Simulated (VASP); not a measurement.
A VASP 6.6.1 single-point calculation on MgO

INCAR

```
NSW = 0
LASPH = .TRUE.
SIGMA = 0.02
LWAVE = .FALSE.
PREC = Accurate
NELM = 53
LCHARG = .FALSE.
NELECT = 15.98
NBANDS = 16
ISMEAR = -1
EDIFF = 1E-7
GGA = PE
LREAL = .FALSE.
ENCUT = 520
ISIF = 2
IBRION = -1
```

KPOINTS

```
KPOINTS created by Atomic Simulation Environment
0
Gamma
12 12 6
0 0 0
```

POSCAR

```
Mg O
 1.0000000000000000
     3.2882172281021651   -0.0000000000288675    0.0000000000000000
    -1.6441086140260825    2.8476796527125590    0.0000000000000000
     0.0000000000000000    0.0000000000000000    4.8329916237999999
 Mg  O
   2   2
Cartesian
  0.0000000000166667  1.8984531017987498 -0.0832378256627108
  1.6441086140594161  0.9492265508849411  2.3332579862372889
  0.0000000000166667  1.8984531017987498  1.8956096845877104
  1.6441086140594161  0.9492265508849411  4.3121054964877086
```

The recommended PBE PAW datasets give the neutral cell 16 valence electrons.

Command

```
mpirun -np 1 vasp_std
```

**Question.** How does this run end, and what does it give?

**Answer.** It converged. Results: pressure 7.7 GPa; largest force 0.04 eV/Å.

OSZICAR

```
N       E                     dE             d eps       ncg     rms          rms(c)
DAV:   1     0.593069335781E+02    0.59307E+02   -0.70652E+03  2440   0.824E+02
DAV:   2    -0.239562867144E+02   -0.83263E+02   -0.77277E+02  3344   0.196E+02
DAV:   3    -0.276795180171E+02   -0.37232E+01   -0.37100E+01  2800   0.431E+01
DAV:   4    -0.276943116792E+02   -0.14794E-01   -0.14793E-01  2896   0.318E+00
DAV:   5    -0.276943841171E+02   -0.72438E-04   -0.72438E-04  2808   0.212E-01    0.117E+01
DAV:   6    -0.235258798732E+02    0.41685E+01   -0.11583E+01  2432   0.259E+01    0.368E+00
DAV:   7    -0.234882937062E+02    0.37586E-01   -0.14670E-01  2448   0.306E+00    0.217E+00
DAV:   8    -0.234834547032E+02    0.48390E-02   -0.86117E-02  2544   0.323E+00    0.478E-01
DAV:   9    -0.234812591549E+02    0.21955E-02   -0.30042E-03  3024   0.503E-01    0.162E-01
DAV:  10    -0.234819687074E+02   -0.70955E-03   -0.13716E-03  2472   0.242E-01    0.300E-02
DAV:  11    -0.234819871447E+02   -0.18437E-04   -0.13344E-05  2888   0.278E-02    0.182E-02
DAV:  12    -0.234819882116E+02   -0.10669E-05   -0.69961E-06  2464   0.230E-02    0.352E-03
DAV:  13    -0.234819881702E+02    0.41410E-07   -0.66676E-07  2552   0.689E-03
   1 F= -.23481988E+02 E0= -.23481814E+02  d E =-.347740E-03
```

The cell is charged and sits in a uniform background.

For comparison, a separate PBE run of the intended cell, on usual settings and not on those above, gives a gap of 3.59 eV on its mesh and a pressure of 8.2 GPa.
